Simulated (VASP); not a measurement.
**InPd under changes of volume**

One of the cells (17.863 Å³/atom); the others are scaled copies at fixed shape and fractional positions:

```
CELL_PARAMETERS angstrom
3.29355 0.00000 0.00000
0.00000 3.29355 0.00000
0.00000 0.00000 3.29355
ATOMIC_POSITIONS crystal
In 0.00000 0.00000 0.00000
Pd 0.50000 0.50000 0.50000
```

The cell comes from a database or a generator and needn't be the stable form of this composition.

```yaml
Program: VASP 6.6.1
Functional: PBEsol
Potentials_or_basis: VASP PAW PBE potentials, release 64 (In_d, Pd)
Cutoff: 520 eV
k_mesh: 8 × 8 × 8
Occupations: fermi-dirac, width 0.05 eV
Spin: no spin polarisation
```

```tsv
volume (Å³/atom)	energy over the lowest point (meV/atom)	pressure (GPa)
16.462	12.59	6.1
16.813	2.79	2.7
17.163	0.00	-0.3
17.863	11.98	-5.2
18.214	25.38	-7.2
18.564	?	?
```

Task: What does the run at 18.564 Å³/atom give?

Result: Energy over the lowest point 42.99 meV/atom; pressure -8.9 GPa.

Worked out: A Birch-Murnaghan fit of order 3 (a polynomial in V^(-2/3)) to the other rows has its minimum at 17.14 Å³/atom with B0 = V·E''(V) = 138 GPa and B' = 5.4. It gives 42.85 meV/atom at 18.564 Å³/atom, against the run's 42.99, and -dE/dV = -8.9 GPa, against -8.9.

Energies are extrapolated to zero smearing.

Caveats: the PAW data sets were made with another functional, which shifts forces and pressure a little.
